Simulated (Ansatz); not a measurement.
# MgO: the cost of one run

Method: DFT PBE, scalar-relativistic, plane waves, PAW, in Ansatz 0.2.0.

## Step 1: The system as given

Symmetry: Cm, No. 8, monoclinic system. The conventional cell has a = 5.646 Å, b = 3.258 Å, c = 15.461 Å, α = 90.00°, β = 90.02°, γ = 90.00°. Mg (site symmetry m) is surrounded by 4 O at 1.97 Å. Around Mg (site symmetry m) lie 4 O at 1.97 to 1.98 Å. Mg (site symmetry m) has 4 O at 1.97 to 1.99 Å as nearest neighbours. Mg (site symmetry m) is surrounded by 4 O at 1.98 Å. O (site symmetry m) is surrounded by 4 Mg at 1.97 Å. Only part of the 12 independent sites is listed.

Cell or atoms stand a little off a more symmetric structure (P3m1 at a tolerance of 0.3 Å), so results at this geometry aren't those of that ideal crystal.

As a file:

```xyz
12
Lattice="2.8230 -1.6289 0.0000 2.8230 1.6289 0.0000 -0.0049 0.0000 15.4605" Properties=species:S:1:pos:R:3 pbc="T T T"
Mg    1.8773    0.0000   10.0184
Mg    1.8776    0.0000   15.1390
Mg   -0.0040    0.0000   12.5814
Mg    5.6368    0.0000    7.4536
Mg    0.0058    0.0000    2.2794
Mg    3.7629    0.0000    4.8530
O     1.8775    0.0000   13.1663
O     1.8736    0.0000    8.0460
O     0.0015    0.0000    0.2847
O     5.6419    0.0000   10.6059
O     5.6440    0.0000    5.4592
O     3.7691    0.0000    2.8768
```

The start is a polymorph listed in a database, not an invented cell.

## Step 2: The guess as it stands, on a coarse mesh

input.yaml reads:

```yaml
crystal:
  lattice:
    - [2.82295918, -1.62886691, 0.0]
    - [2.82295918, 1.62886691, 0.0]
    - [-0.00493765, 0.0, 15.46054173]
  atoms:
    - { symbol: Mg, position: [0.33307219, 0.33307219, 0.64800021] }
    - { symbol: Mg, position: [0.33341479, 0.33341479, 0.97920186] }
    - { symbol: Mg, position: [4.8e-07, 4.8e-07, 0.81377536] }
    - { symbol: Mg, position: [0.99881263, 0.99881263, 0.48210472] }
    - { symbol: Mg, position: [0.00116271, 0.00116271, 0.14743209] }
    - { symbol: Mg, position: [0.66676134, 0.66676134, 0.31389457] }
    - { symbol: O, position: [0.33329153, 0.33329153, 0.85160773] }
    - { symbol: O, position: [0.33230001, 0.33230001, 0.52041924] }
    - { symbol: O, position: [0.00027639, 0.00027639, 0.01841396] }
    - { symbol: O, position: [0.99989633, 0.99989633, 0.68599918] }
    - { symbol: O, position: [0.99997574, 0.99997574, 0.35310817] }
    - { symbol: O, position: [0.66774651, 0.66774651, 0.18607187] }
basis:
  ecutwfc: 420
kpoints:
  mp_grid: { grid: [6, 6, 1] }
hamiltonian:
  xc: pbe
scf:
  occupations: { method: gaussian, width: 0.1 }
  lower_state_search: "off"
output:
  forces: true
  stress: true
  eigenvalues: true
```

On the command line:

```console
$ ansatz run input.yaml --threads 1 --pin off --max-ram 2560MiB --backend cpu --events-out ev --progress --plain --runs-dir out
```

What time and memory should one allow on 1 thread of Arm Neoverse V2, shared host?

About 7 s, with a peak of 0.36 GiB.
